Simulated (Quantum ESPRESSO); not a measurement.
Crystal: Te2Mo.

```
Te Mo
1.0
     3.51820    0.00000    0.00000
    -1.75910    3.04685    0.00000
     0.00000    0.00000   13.97360
Te Mo
4 2
Direct
  0.66667 0.33333 0.37900
  0.33333 0.66667 0.87900
  0.66667 0.33333 0.12100
  0.33333 0.66667 0.62100
  0.66667 0.33333 0.75000
  0.33333 0.66667 0.25000
```

Base run:

- Program: Quantum ESPRESSO 7.5
- Functional: PBE
- Potentials or basis: GBRV 1.5 PBE
- Cutoff: 612 eV
- Density cutoff: 4898 eV
- k mesh: 9 × 9 × 2
- Occupations: fermi-dirac, width 0.05 eV
- Spin: no spin polarisation

Its results: band gap on the k mesh 0.73 eV, indirect (least direct gap 1.04 eV); pressure 3.7 GPa; largest force 0.302 eV/Å.

Question: After a change of settings the same cell gave: band gap on the k mesh 0.70 eV, indirect (least direct gap 1.03 eV); pressure -0.3 GPa; largest force 0.040 eV/Å. Which change was it?
A. functional from PBE to PBEsol; potentials or basis from GBRV 1.5 PBE to GBRV 1.5 PBEsol
B. functional from PBE to LDA; potentials or basis from GBRV 1.5 PBE to GBRV 1.5 LDA
C. functional from PBE to vdW-DF3-opt1; potentials or basis from GBRV 1.5 PBE to PseudoDojo 0.4.1 SR PBE standard; cutoff from 612 eV to 1088 eV; density cutoff from 4898 eV to 4354 eV; valence electrons from 52 to 92
D. functional from PBE to BP86; potentials or basis from GBRV 1.5 PBE to PseudoDojo 0.4.1 SR PBE standard; cutoff from 612 eV to 1088 eV; density cutoff from 4898 eV to 4354 eV; valence electrons from 52 to 92

Answer: A.

Caveats: spin-orbit coupling is left out, which moves the levels of the heavy elements; this functional lacks dispersion, which binds the layers, so the pressure and a relaxed spacing across them are unreliable.

Not every run made on this cell is shown here.
